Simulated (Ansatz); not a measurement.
**Al₂Ru under strain**

Computed with DFT PBEsol, scalar-relativistic, plane waves, PAW (Ansatz 0.2.0). Settings: 420 eV cutoff, 12×12×4 k-mesh, Gaussian smearing of 0.10 eV, no spin polarisation.

Reference structure (relaxed):

```xyz
6
Lattice="3.1214 0.0000 0.0000 0.0000 3.1214 0.0000 0.0000 0.0000 8.4231" Properties=species:S:1:pos:R:3 pbc="T T T"
Al    1.5607    1.5607    1.3399
Al    0.0000    0.0000    2.8716
Al    0.0000    0.0000    5.5515
Al    1.5607    1.5607    7.0832
Ru    0.0000    0.0000    0.0000
Ru    1.5607    1.5607    4.2116
```

Deformation: all cell vectors scaled alike, the atoms relaxed, all within the symmetry that the strain leaves. Energies are extrapolated to zero smearing.

| strain (%) | ΔE (meV/atom) | a (Å) | b (Å) | c (Å) |
| --- | --- | --- | --- | --- |
| -3.0 | 68.3 | 3.028 | 3.028 | 8.170 |
| -2.0 | 29.3 | 3.059 | 3.059 | 8.255 |
| -1.0 | 7.0 | 3.090 | 3.090 | 8.339 |
| +0.0 | 0.0 | 3.121 | 3.121 | 8.423 |
| +1.0 | 6.7 | 3.153 | 3.153 | 8.507 |
| +2.0 | 25.8 | 3.184 | 3.184 | 8.592 |
| +3.0 | 56.0 | 3.215 | 3.215 | 8.676 |

(1) What stiffness (1/V) d²E/dε² at zero strain does a cubic fit over all points give?

## Answers

(1) A cubic fit gives (1/V) d²E/dε² = 1618 GPa at zero strain (nine times the bulk modulus at fixed shape).